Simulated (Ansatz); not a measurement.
## GaN: energy along a strain

GaN, P6_3mc, a = 3.180 Å, c = 5.166 Å (as given, not relaxed at this level: 1.1 GPa, forces to 0.14 eV/Å). Ansatz: r2SCAN, PAW, 500 eV, Γ-centred 12×12×6 mesh on 4 atoms, Gaussian smearing 0.05 eV; no spin polarisation. Cell vectors (Å): 3.180 0.000 0.000; -1.590 2.754 0.000; 0.000 0.000 5.166. The cell is strained by x per cent times the pattern (0 1 0 0 0 0) in the order xx yy zz yz xz xy (engineering shears), with fractional coordinates held. y is the free energy over the start, V0 = 11.310 Å³/atom.

| x (%) | y (meV/atom) |
| --- | --- |
| -4.00 | ? |
| -3.00 | 15.40 |
| -2.00 | 6.87 |
| -1.00 | 1.82 |
| 0.00 | 0.00 |
| 1.00 | 1.19 |
| 2.00 | 5.15 |
| 3.00 | 11.70 |
| 3.50 | 15.88 |
| 4.00 | 20.64 |

Problem. Fit y = c1 x + c2 x² + c3 x³ to the other rows, get the stiffness along the pattern, and predict the missing energy.

Solution. Least squares on the rows shown. y = −0.28851 x + 1.5056 x² − 0.036063 x³. The clamped-ion stiffness p·C·p = 2 × 15.06 eV × 160.2 / 11.310 Å³ = 427 GPa, which is C22 in these axes (second derivative at the start, which stands under stress). At x = -4.00 the fit asked for gives 27.55 meV/atom. The run gave 27.67 meV/atom, so the fit is 0.12 meV/atom too low, a small miss on the scale of the series.